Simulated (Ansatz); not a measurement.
# Hg: the cost of one run

Program: Ansatz 0.2.0. Level of theory: DFT PBE, scalar-relativistic, plane waves, PAW. These are calculated values, not measurements.

### 1 The structure to begin with

The structure is trigonal, space group P3_121 (No. 152). Conventional cell: a = 4.622 Å, b = 4.622 Å, c = 5.244 Å, α = 90.00°, β = 90.00°, γ = 120.00°. Around Hg (site symmetry 2) lie 2 Hg at 2.51 Å.

As a file:

```cif
data_structure
_symmetry_space_group_name_H-M 'P 1'
_symmetry_Int_Tables_number 1
_cell_length_a 4.6225
_cell_length_b 4.6225
_cell_length_c 5.2444
_cell_angle_alpha 90.000
_cell_angle_beta 90.000
_cell_angle_gamma 120.000
_cell_volume 97.05
loop_
_atom_site_label
_atom_site_type_symbol
_atom_site_fract_x
_atom_site_fract_y
_atom_site_fract_z
_atom_site_occupancy
Hg1 Hg 0.22540 0.00000 0.33333 1
Hg2 Hg 0.00000 0.22540 0.66667 1
Hg3 Hg 0.77460 0.77460 0.00000 1
```

(A quick probe on a coarse mesh, which set the mesh and smearing, is not shown.)

### 3 Rough relaxation on the coarse mesh

Input file input.yaml:

```yaml
crystal:
  lattice:
    - [4.6224968615, 0.0, 0.0]
    - [-2.3112484308, 4.003199711, 0.0]
    - [0.0, 0.0, 5.2443774268]
  atoms:
    - { symbol: Hg, position: [0.2254, 0.0, 0.3333333333] }
    - { symbol: Hg, position: [0.0, 0.2254, 0.6666666667] }
    - { symbol: Hg, position: [0.7746, 0.7746, 0.0] }
basis:
  ecutwfc: 420
kpoints:
  mp_grid: { grid: [6, 6, 4] }
hamiltonian:
  xc: pbe
scf:
  occupations: { method: gaussian, width: 0.1 }
  lower_state_search: "off"
output:
  forces: true
  stress: true
  eigenvalues: true
relax:
  adjacent_minimum: "off"
  f_tol: 0.04
  max_steps: 70
  cell: { stress_tol: 0.4 }
```

Q: Estimate wall time and peak memory on 1 thread of an Arm CPU, shared host.

About 69 s, with a peak of 0.35 GiB.
